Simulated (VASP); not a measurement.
A run of VASP 6.6.1 is set up as follows.

INCAR

```
ALGO     = Normal         # electronic algorithm
EDIFF    = 1E-7           # SCF threshold, eV
ENCUT    = 520            # plane-wave cutoff, eV
GGA      = PE             # functional
ISIF     = 2              # what is computed and relaxed
ISMEAR   = -1             # smearing method
ISPIN    = 2              # spin polarisation
LASPH    = T              # aspherical terms in the spheres
LCHARG   = F              # write CHGCAR
LMAXMIX  = 6              # l up to which the mixer works
LORBIT   = 11             # projections on sites
LREAL    = F              # projectors in reciprocal space
LWAVE    = F              # write WAVECAR
MAGMOM   = 1              # initial moments
NBANDS   = 22             # bands
NELM     = 150            # most SCF steps
PREC     = Accurate       # precision mode
SIGMA    = 0.05           # smearing width, eV
```

File KPOINTS:

```
k-points
0
Gamma
  9 9 9
```

The input POSCAR:

```
Yb
1.0
   -2.1514830000      2.1514830000      2.1514830000
    2.1514830000     -2.1514830000      2.1514830000
    2.1514830000      2.1514830000     -2.1514830000
Yb
1
Direct
    0.0000000000      0.0000000000      0.0000000000
```

Potentials or basis: VASP PAW PBE potentials, release 64 (Yb).

Launch:

```sh
$ cat potpaw_PBE.64/Yb/POTCAR > POTCAR
$ mpirun -np 1 vasp_std > vasp.out
```

(1) Predict the band gap on the k mesh.

(2) Estimate the pressure.

Answers

(1) none (metal or under the smearing width).

(2) -3.1 GPa.

Caveat: spin-orbit coupling is left out, which moves the levels of the heavy elements.
